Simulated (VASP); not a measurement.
# Results of a VASP single-point calculation on KBr (strained measured structure)

POSCAR

```
K  Br
 1.0000000000000000
     0.0000000000000000    3.1601035756000000    3.3377858742000002
     3.1601035756000000    0.0000000000000000    3.3377858742000002
     3.1601035756000000    3.1601035756000000    0.0000000000000000
 K   Br
   1   1
Cartesian
  0.0000000000000000  0.0000000000000000  0.0000000000000000
  3.1601035756000009  3.1601035756000009  3.3377858742000002
```

```
gap between bands v and c : 5.27 eV
least direct gap          : 5.27 eV
```

Band v is the last that the valence electrons fill when counted band by band, and c is the next. Levels in eV from the top of v:

| point | v−1 | v | c | c+1 |
| --- | --- | --- | --- | --- |
| Γ | 0.00 | 0.00 | 5.27 | 7.98 |
| X | -0.37 | -0.35 | 6.22 | 8.31 |
| K | -0.74 | -0.36 | 7.18 | 9.25 |
| L | -0.43 | -0.41 | 7.27 | 9.12 |
| W | -0.67 | -0.63 | 8.02 | 8.13 |

Problem. Which of these levels of theory gave these results?
A. HSE06
B. PBE with spin–orbit coupling
C. PBE0
D. r²SCAN
E. LDA
F. PBEsol
G. PBE

Solution. D.

The INCAR was:

```
NBANDS = 15
NSW = 0
ISMEAR = 0
LASPH = .TRUE.
SIGMA = 0.01
EDIFF = 1E-7
ALGO = Normal
LREAL = .FALSE.
PREC = Accurate
IBRION = -1
ENCUT = 520
METAGGA = R2SCAN
LWAVE = .FALSE.
ISIF = 2
NELM = 120
LCHARG = .FALSE.
```
